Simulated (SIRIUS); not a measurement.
## CaF2 (Fluorite): equation of state with PBEsol

CaF2 (Fluorite):

```
Ca F
1.0
     0.00000    2.73100    2.73100
     2.73100    0.00000    2.73100
     2.73100    2.73100    0.00000
Ca F
1 2
Direct
  0.00000 0.00000 0.00000
  0.75000 0.75000 0.75000
  0.25000 0.25000 0.25000
```

```yaml
Program: SIRIUS 7.10.0
Task: equation of state
Functional: PBEsol
Potentials_or_basis: PseudoDojo 0.4.1 PBEsol standard (scalar relativistic)
Cutoff: 1152 eV
Density_cutoff: 4606 eV
k_mesh: 8 × 8 × 8
Occupations: fermi-dirac, width 0.05 eV
Spin: no spin polarisation
```

The equilibrium volume is 13.23 Å³/atom and the bulk modulus is 87 GPa. The pressure derivative of the bulk modulus is 4.5.

Energy against volume, from the lowest point:
```
volume (Å³/atom)  energy (meV/atom)
          12.764               4.64
          13.036               0.68
          13.308               0.00
          13.579               2.25
          13.851               7.10
          14.122              14.29
          14.394              23.57
```

All runs of the series together: 5.5 min on 1 thread of Arm Neoverse V2, with other jobs on the host.
